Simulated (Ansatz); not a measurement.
Al (P6_3/mmc) under several functionals

Plane-wave DFT in Ansatz with scalar-relativistic PAW potentials. The same structure was relaxed (cell and atoms, symmetry kept) in separate runs at each level. This form isn't the element's structure at ambient conditions. No spin polarisation.

Q: How do the levels LDA, PBE+D3(BJ), PBEsol, PBEsol+D3(BJ), r2SCAN compare?

A:
| level | cutoff (eV) | k mesh | V (Å³/atom) | a (Å) | c (Å) | B0 (GPa) |
| --- | --- | --- | --- | --- | --- | --- |
| PBEsol+D3(BJ) | 420 | 18×18×10 | 15.669 | 2.790 | 4.648 | – |
| PBE+D3(BJ) | 420 | 18×18×10 | 15.919 | 2.804 | 4.676 | – |
| LDA | 420 | 18×18×10 | 15.936 | 2.803 | 4.686 | – |
| r2SCAN | 500 | 18×18×10 | 16.011 | 2.808 | 4.689 | 89 |
| PBEsol | 420 | 18×18×10 | 16.311 | 2.850 | 4.637 | 78 |

The usual order of volumes, LDA < PBEsol, holds here (15.936, 16.311 Å³/atom). As a rule LDA overbinds; PBEsol, built on the gradient expansion of slowly varying densities, lies between LDA and PBE. B0 goes from 88.7 to 78.3 GPa as the volume grows by 1.9 %; on one curve with B' = 4.5 the volume alone, B ∝ V^(−B'), would give 81.5 GPa, and the rest of the difference is the functional's own stiffness.